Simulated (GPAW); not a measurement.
# Te2Mo in GPAW: convergence with bands over the usual count

Aim: find how far bands over the usual count must go before the results for Te2Mo settle, at PBE. This setting moves, with any that are tied to it; all else stays.

Program: GPAW 26.7.0. These are calculated values, not measurements. Logs are shortened: lines on timing, memory, paths and dates and some standing lists are left out, and cuts for length are marked. The log counts tension as positive stress, the text compression.

## Step 1: The structure

The cell holds a slab with vacuum, 3 atoms: a = 3.560 Å, b = 3.560 Å, c = 17.524 Å, α = 90.00°, β = 90.00°, γ = 120.00°.

## Step 2: With bands over the usual count 0.72

The input, run.py:

```python
from ase import Atoms
from ase.dft.bandgap import bandgap
from ase.io import write
from ase.units import GPa
from gpaw import GPAW, PW

atoms = Atoms(['Te', 'Te', 'Mo'],
              cell=[[3.560232814, 0.0, 0.0],
                    [-1.780116407, 3.0832520603, 0.0],
                    [0.0, 0.0, 17.52405782]],
              scaled_positions=[[0.3333333333, 0.6666666667, 0.10214455],
                                [0.3333333333, 0.6666666667, 0.89785545],
                                [0.0, 0.0, 0.0]],
              pbc=True)

calc = GPAW(mode=PW(600),
            xc='PBE',
            kpts={'size': (5, 5, 1), 'gamma': True},
            occupations={'name': 'fermi-dirac', 'width': 0.05},
            nbands=18,
            convergence={'density': 1e-05, 'energy': 1e-05},
            maxiter=100,
            txt='gpaw.txt')
atoms.calc = calc
energy = atoms.get_potential_energy()
forces = atoms.get_forces()
stress = atoms.get_stress()
calc.write('gs.gpw')
write('result.traj', atoms)
print(f'Energy: {energy:.6f} eV')
print('Forces (eV/A):')
print(forces.round(4))
print('Stress (GPa):', (stress / GPa).round(3))
print('Fermi level:', round(calc.get_fermi_level(), 4), 'eV')
print(f'Gap: {bandgap(calc)[0]:.4f} eV, direct: {bandgap(calc, direct=True)[0]:.4f} eV')
```

Potentials or basis: GPAW PAW data sets (gpaw-data 1.2.1), pw.

Started as:

```sh
$ OMP_NUM_THREADS=1 python run.py
```

Run time: 16 s. Hardware: 1 thread of Arm Neoverse V1, shared host; peak memory 0.21 GiB.

What came out:

| Item | Value |
| --- | --- |
| Free energy | -18.5171 eV |
| Largest force | 0.140 eV/Å |
| Band gap on the k mesh | 1.43 eV, direct |

## Step 3: With bands over the usual count 0.8

run.py: that of step 2 with these lines changed.

```diff
@@ -19,3 +19,3 @@
             occupations={'name': 'fermi-dirac', 'width': 0.05},
-            nbands=18,
+            nbands=20,
             convergence={'density': 1e-05, 'energy': 1e-05},
```

Potentials or basis: GPAW PAW data sets (gpaw-data 1.2.1), pw.

Started as:

```sh
$ OMP_NUM_THREADS=1 python run.py
```

Wall time 17 s (1 thread of Arm Neoverse V1, shared host); peak memory 0.21 GiB.

Results (log left out):

| Item | Value |
| --- | --- |
| Free energy | -18.5171 eV |
| Largest force | 0.140 eV/Å |
| Band gap on the k mesh | 1.43 eV, direct |

## Step 4: With bands over the usual count 0.9

run.py: that of step 3 with these lines changed.

```diff
@@ -19,3 +19,3 @@
             occupations={'name': 'fermi-dirac', 'width': 0.05},
-            nbands=20,
+            nbands=23,
             convergence={'density': 1e-05, 'energy': 1e-05},
```

Started as:

```sh
$ OMP_NUM_THREADS=1 python run.py
```

It took 18 s on 1 thread of Arm Neoverse V1, shared host; peak memory 0.21 GiB.

The run converged. Its results:

```
Free energy            : -18.5171 eV
Largest force          : 0.140 eV/Å
Band gap on the k mesh : 1.43 eV, direct
```

## Step 5: With bands over the usual count 1

run.py: that of step 4 with these lines changed.

```diff
@@ -19,3 +19,3 @@
             occupations={'name': 'fermi-dirac', 'width': 0.05},
-            nbands=23,
+            nbands=25,
             convergence={'density': 1e-05, 'energy': 1e-05},
```

Started as:

```sh
$ OMP_NUM_THREADS=1 python run.py
```

Wall time 20 s (1 thread of Arm Neoverse V1, shared host); peak memory 0.22 GiB.

The run converged. Its results:

| Item | Value |
| --- | --- |
| Free energy | -18.5171 eV |
| Largest force | 0.140 eV/Å |
| Band gap on the k mesh | 1.43 eV, direct |

## Step 6: With bands over the usual count 1.3

run.py: that of step 5 with these lines changed.

```diff
@@ -19,3 +19,3 @@
             occupations={'name': 'fermi-dirac', 'width': 0.05},
-            nbands=25,
+            nbands=33,
             convergence={'density': 1e-05, 'energy': 1e-05},
```

Potentials or basis: GPAW PAW data sets (gpaw-data 1.2.1), pw.

Started as:

```sh
$ OMP_NUM_THREADS=1 python run.py
```

Run time: 25 s. Hardware: 1 thread of Arm Neoverse V1, shared host; peak memory 0.22 GiB.

It converged, with:

* Free energy: -18.5171 eV
* Largest force: 0.140 eV/Å
* Band gap on the k mesh: 1.43 eV, direct

## Step 7: With bands over the usual count 1.7

run.py: that of step 6 with these lines changed.

```diff
@@ -19,3 +19,3 @@
             occupations={'name': 'fermi-dirac', 'width': 0.05},
-            nbands=33,
+            nbands=43,
             convergence={'density': 1e-05, 'energy': 1e-05},
```

Started as:

```sh
$ OMP_NUM_THREADS=1 python run.py
```

Wall time 32 s (1 thread of Arm Neoverse V1, shared host); peak memory 0.23 GiB.

The run converged. Its results:

```
Free energy            : -18.5171 eV
Largest force          : 0.140 eV/Å
Band gap on the k mesh : 1.43 eV, direct
```

## Step 8: With bands over the usual count 2.5

run.py: that of step 7 with these lines changed.

```diff
@@ -19,3 +19,3 @@
             occupations={'name': 'fermi-dirac', 'width': 0.05},
-            nbands=43,
+            nbands=62,
             convergence={'density': 1e-05, 'energy': 1e-05},
```

Potentials or basis: GPAW PAW data sets (gpaw-data 1.2.1), pw.

Started as:

```sh
$ OMP_NUM_THREADS=1 python run.py
```

gpaw.txt:

```text
__  _  _
 | _ |_)|_||  |
 |__||  | ||/\| - 26.7.0

Input parameters:
  mode=PW(ecut=600.0),
  convergence={'density': 1e-05, 'energy': 1e-05},
  kpts=MonkhorstPack(size=(5, 5, 1), gamma=True),
  maxiter=100,
  nbands=62,
  occupations=Occupations(name='fermi-dirac', width=0.05),
  xc=XC(name='PBE')

Diagonalizing LCAO Hamiltonian
Converting LCAO to pw mode

         Te

         Te

       Mo

Atoms  # Å, Bohr magnetons
|   | symbol |         x |        y |         z |    initial magnetic moments |
|---|--------|-----------|----------|-----------|-----------------------------|
| 0 |     Te | -0.000000 | 2.055501 |  1.789987 | ( 0.0000,  0.0000,  0.0000) |
| 1 |     Te | -0.000000 | 2.055501 | 15.734071 | ( 0.0000,  0.0000,  0.0000) |
| 2 |     Mo |  0.000000 | 0.000000 |  0.000000 | ( 0.0000,  0.0000,  0.0000) |

Unit cell  # Å
| periodic |         x |        y |         z |   lengths |     angles |
|----------|-----------|----------|-----------|-----------|------------|
|      yes |  3.560233 | 0.000000 |  0.000000 |  3.560233 |  90.000000 |
|      yes | -1.780116 | 3.083252 |  0.000000 |  3.560233 |  90.000000 |
|      yes |  0.000000 | 0.000000 | 17.524058 | 17.524058 | 120.000000 |

Number of symmetries: 12
Symmetry operations  # r_c * U_cc + t_c -> r_c
|    | kind |            matrix            |
|----|------|------------------------------|
|  0 |  σ   |  1, 1, 0,  0,-1, 0,  0, 0, 1 |
|  1 |  C2  |  1, 1, 0,  0,-1, 0,  0, 0,-1 |
|  2 |  E   |  1, 0, 0,  0, 1, 0,  0, 0, 1 |
|  3 |  σ   |  1, 0, 0,  0, 1, 0,  0, 0,-1 |
|  4 |  C3  |  0, 1, 0, -1,-1, 0,  0, 0, 1 |
|  5 |  S3  |  0, 1, 0, -1,-1, 0,  0, 0,-1 |
|  6 |  σ   |  0,-1, 0, -1, 0, 0,  0, 0, 1 |
|  7 |  C2  |  0,-1, 0, -1, 0, 0,  0, 0,-1 |
|  8 |  σ   | -1, 0, 0,  1, 1, 0,  0, 0, 1 |
|  9 |  C2  | -1, 0, 0,  1, 1, 0,  0, 0,-1 |
| 10 |  C3  | -1,-1, 0,  1, 0, 0,  0, 0, 1 |
| 11 |  S3  | -1,-1, 0,  1, 0, 0,  0, 0,-1 |

BZ-sampling:
  Number of BZ points: 25
  Number of IBZ points: 5

  Monkhorst-Pack size: [5, 5, 1]
  Monkhorst-Pack shift: [0, 0, 0]

K-points  # in reciprocal-cell coordinates
|   |                                coordinates |     weight |
|---|--------------------------------------------|------------|
| 0 | (  0.00000000,   0.00000000,   0.00000000) | 0.04000000 |
| 1 | (  0.20000000,   0.00000000,   0.00000000) | 0.24000000 |
| 2 | (  0.40000000,  -0.20000000,   0.00000000) | 0.24000000 |
| 3 | (  0.40000000,   0.00000000,   0.00000000) | 0.24000000 |
| 4 | (  0.40000000,   0.40000000,   0.00000000) | 0.24000000 |

Plane wave coefficients: 6449
Cutoff: 600.0 eV

Spin-components: 1 (collinear spins)
Bands:           62
Projectors:      16
Spin-degeneracy: 2
Datatype:        complex128

Parallelization:
  kpt:    1
  domain: 1
  band:   1

Density:
  Valence electrons: 26.0
  Components: 1
  Grid points: [ 21  21 100]
  Charge: 0.0  # |e|

Potential:
  Grid points: [ 21  21 100]

species:
  Te:
    name:    Tellurium
    Z:       52.0
    valence: 6
    core:    46
    charge:  0.0  # [|e|]
    compensation charges:
      type: gauss
      rc: 0.36  # [Å]
      lmax: 2
    cutoffs:
      filter: 2.09  # [Å]
      core: 3.17  # [Å]
    projectors
    | kind |    occ | energy [eV] | rcut [Å] |
    |------|--------|-------------|----------|
    |   5s |  2.000 |     -15.089 |    1.180 |
    |   5p |  4.000 |      -5.955 |    1.196 |
    |    s |        |      12.123 |    1.180 |
    |    p |        |      21.256 |    1.196 |
    |    d |        |       0.000 |    1.238 |

    Using partial waves for Te as LCAO basis

  Mo:
    name:    Molybdenum
    Z:       42.0
    valence: 14
    core:    28
    charge:  0.0  # [|e|]
    compensation charges:
      type: gauss
      rc: 0.38  # [Å]
      lmax: 2
    cutoffs:
      filter: 2.16  # [Å]
      core: 1.42  # [Å]
    projectors
    | kind |    occ | energy [eV] | rcut [Å] |
    |------|--------|-------------|----------|
    |   4s |  2.000 |     -64.307 |    1.238 |
    |   5s |  1.000 |      -4.084 |    1.238 |
    |   4p |  6.000 |     -38.491 |    1.296 |
    |   5p |  0.000 |      -1.044 |    1.296 |
    |   4d |  5.000 |      -3.754 |    1.296 |
    |    d |        |      23.458 |    1.296 |

    Using partial waves for Mo as LCAO basis

Reference energy: -479715.439499  # eV

eigensolver:
  PPCG
  Converge bands: occupied
  niter=2

density mixing:
  MSR1-Mixer
  Pratt-step length: 0.05
  Maximum mixing coefficient: 0.75
  Old densities: 10
  SVD Regularization: 0.005
  Good broyden scale: 1.0
  Trust region scale: 1.0
  Backstep threshold: 4.0
  History deletion threshold: 6.0
  Fourier metric: weight=20.0, sigma=0.015

occupation numbers:
  Fermi-Dirac:
    width: 0.0500  # eV

poisson solver:
  ecut: 4800.0  # eV

xc functional:
  name: PBE with 2 nearest neighbor stencil

convergence criteria:
[... 6 lines left out ...]
|iter     | |      energy | eigst |  dens |
|---------|-|-------------|-------|-------|
|iter:   1| |  -18.990127 | +0.75 |       |
|iter:   2| |  -19.065373 | -0.98 | -1.08 |
|iter:   3| |  -18.757938 | -1.77 | -1.10 |
|iter:   4| |  -18.590852 | -2.17 | -1.33 |
|iter:   5| |  -18.519402 | -2.83 | -1.64 |
|iter:   6| |  -18.517154 | -3.64 | -2.00 |
|iter:   7| |  -18.517131 | -4.71 | -2.77 |
|iter:   8| |  -18.517127c| -5.65 | -3.37 |
|iter:   9| |  -18.517128c| -6.83 | -4.13 |
|iter:  10| |  -18.517128c| -7.53c| -4.88 |
|iter:  11| |  -18.517128c| -8.00c| -5.37c|

Converged in 11 steps
Energy contributions relative to reference atoms: (reference = -479715.439499)

Energy contributions:
  Kinetic:           5.750669
  Coulomb:         -10.096600
  Zero:             -0.058285
  External:          0.000000
  Xc:              -14.112912
  Entropy:          -0.000001
  Spinorbit:         0.000000
  ----------------------------
  Free energy:     -18.517128
  Extrapolated:    -18.517128

dipole moment: (-12.413660, -8.137832, -65.240357)  # |e|*Ang

Fermi level: 0.637
Eigenvalues  # (at kpt = [0.000, 0.000, 0.000])
| band index |      eig [eV] | occ [0-2] |
|------------|---------------|-----------|
|          0 |       -60.616 |     2.000 |
|        ... |               |           |
|          5 |       -11.450 |     2.000 |
|          6 |        -4.799 |     2.000 |
|          7 |        -1.594 |     2.000 |
|          8 |        -1.594 |     2.000 |
|          9 |        -1.531 |     2.000 |
|         10 |        -0.804 |     2.000 |
[... 8 lines left out ...]
|         19 |         5.600 |     0.000 |
|         20 |         6.388 |     0.000 |
|        ... |               |           |
|         61 |        21.663 |     0.000 |

Gap: 1.432 eV
Transition (v -> c):
  (s=0, k=4, n=12, [0.40, 0.40, 0.00]) -> (s=0, k=4, n=13, [0.40, 0.40, 0.00])
No difference between direct/indirect transitions

Forces  # eV/Ang
|        x |        y |        z |
|----------|----------|----------|
| -0.00000 |  0.00000 |  0.14004 |  # Te   0
| -0.00000 | -0.00000 | -0.14004 |  # Te   1
|  0.00000 |  0.00000 |  0.00000 |  # Mo   2

Stress tensor  # eV/Ang^3
|        x |        y |         z |
|----------|----------|-----------|
| 0.000181 | 0.000000 |  0.000000 |
| 0.000000 | 0.000181 |  0.000000 |
| 0.000000 | 0.000000 | -0.002549 |

# Writing to gs.gpw (mode='')
```

stdout:

```text
Energy: -18.517128 eV
Forces (eV/A):
[[-0.    0.    0.14]
 [-0.   -0.   -0.14]
 [ 0.    0.    0.  ]]
Stress (GPa): [ 0.029  0.029 -0.408  0.     0.     0.   ]
Fermi level: 0.637 eV
Gap: 1.4319 eV, direct: 1.4319 eV
```

Wall time 44 s (1 thread of Arm Neoverse V1, shared host); peak memory 0.25 GiB.

Results:

```yaml
Free_energy: -18.5171 eV
Largest_force: 0.140 eV/Å
Band_gap_on_the_k_mesh: 1.43 eV, direct
```

## Step 9: Result

```csv
bands over the usual count,"energy less the tightest run, at zero smearing (meV/atom)",SCF cycles,CPU time (s),peak memory (GiB)
0.72,0.00,11,16,0.21
0.8,0.00,11,17,0.21
0.9,0.00,11,18,0.21
1,0.00,11,20,0.22
1.3,0.00,11,25,0.22
1.7,0.00,11,32,0.23
2.5,0.00,11,44,0.25
```

Against the tightest run, the energy stays within 1 meV/atom from 0.72 on. The tightest run that finished is the yardstick and may itself not be fully converged.

Caveats: spin-orbit coupling is left out, which moves the levels of the heavy elements.
